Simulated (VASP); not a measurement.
## VASP 6.6.1 run: NaF

INCAR

```
LASPH = .TRUE.
ENCUT = 520
ISIF = 2
ISMEAR = -1
SIGMA = 0.02
GGA = RP
PREC = Accurate
LREAL = .FALSE.
NELM = 80
EDIFF = 1E-7
ISPIN = 2
IBRION = -1
NSW = 0
LWAVE = .FALSE.
MAGMOM = 0.5 -0.5
LCHARG = .FALSE.
NBANDS = 8
```

KPOINTS

```
KPOINTS created by Atomic Simulation Environment
0
Gamma
10 10 10
0 0 0
```

POSCAR

```
Na F
 1.0000000000000000
     2.6853773406000001    0.0000000000000000    0.0000000000000000
     0.0000000000000000    2.6853773406000001    0.0000000000000000
     0.0000000000000000    0.0000000000000000    2.7934852185999999
 Na  F
   1   1
Cartesian
  0.0000000000000000  0.0000000000000000  0.0000000000000000
  1.3426886703000001  1.3426886703000001  1.3967426092999997
```

The recommended PBE PAW datasets give the neutral cell 14 valence electrons.

Command

```
mpirun -np 1 vasp_std
```

Problem. How does this run end, and what does it give?

Solution. It converged. Results: pressure 15.6 GPa; magnetic moment of the cell 0.00 μB.

OSZICAR

```
N       E                     dE             d eps       ncg     rms          rms(c)
DAV:   1     0.925760107009E+02    0.92576E+02   -0.90763E+03  4080   0.229E+03
DAV:   2    -0.558527909990E+01   -0.98161E+02   -0.94893E+02  5240   0.330E+02
DAV:   3    -0.833692589848E+01   -0.27516E+01   -0.27516E+01  4168   0.759E+01
DAV:   4    -0.836343901209E+01   -0.26513E-01   -0.26513E-01  5672   0.786E+00
DAV:   5    -0.836360598200E+01   -0.16697E-03   -0.16697E-03  4584   0.442E-01    0.737E+00
DAV:   6    -0.763171882675E+01    0.73189E+00   -0.48184E+00  4368   0.272E+01    0.240E+00
DAV:   7    -0.762638147171E+01    0.53374E-02   -0.66491E-02  4088   0.666E+00    0.127E+00
DAV:   8    -0.762003344599E+01    0.63480E-02   -0.21579E-02  4176   0.472E+00    0.752E-01
DAV:   9    -0.762319727326E+01   -0.31638E-02   -0.10905E-02  4056   0.347E+00    0.150E-01
DAV:  10    -0.762393428769E+01   -0.73701E-03   -0.16799E-03  4472   0.648E-01    0.542E-02
DAV:  11    -0.762409690886E+01   -0.16262E-03   -0.25147E-04  4136   0.266E-01    0.212E-02
DAV:  12    -0.762412872400E+01   -0.31815E-04   -0.29724E-05  4176   0.952E-02    0.362E-03
DAV:  13    -0.762412905370E+01   -0.32970E-06   -0.90661E-07  4504   0.204E-02    0.122E-03
DAV:  14    -0.762412925296E+01   -0.19926E-06   -0.24692E-07  4584   0.878E-03    0.650E-04
DAV:  15    -0.762412929179E+01   -0.38824E-07   -0.17822E-07  4168   0.676E-03
   1 F= -.76241293E+01 E0= -.76241293E+01  d E =-.190959E-11  mag=    -0.0000
```

For comparison, a separate PBE run of the intended cell, on usual settings and not on those above, gives a gap of 6.56 eV on its mesh and a pressure of 10.7 GPa.
